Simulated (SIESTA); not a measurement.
NiO:

```
Ni O
1.0
     0.00000    2.08590    2.08590
     2.08590    0.00000    2.08590
     2.08590    2.08590    0.00000
Ni O
1 1
Direct
  0.00000 0.00000 0.00000
  0.50000 0.50000 0.50000
```

Program: SIESTA 5.4.2. Alike in all runs: task density of states; level PBE; potentials or basis PseudoDojo 0.4 standard (PBE files), DZP (energy shift 0.003 Ry; two zetas on semicore shells); cell as given; k mesh 8 × 8 × 8; smearing fermi-dirac 0.05 eV; grid cutoff 800 Ry; energy shift 0.003 Ry. Hardware: 1 thread of Arm Neoverse V2, with other jobs on the host.

Task: Order these runs on this cell by their wall time, lowest first.
A. spin collinear, ferromagnetic start
B. spin collinear, fm_larger start
C. spin non-collinear, random start

Result: B (69 s), A (180 s), C (760 s).

Caveats: the basis of atomic orbitals isn't converged, which shifts pressures, moduli and gaps; a cell with one magnetic atom can't hold antiferromagnetic order, which such compounds often take; semilocal functionals often make such compounds metallic where correlation or magnetic order opens a gap, which also shifts bond lengths.
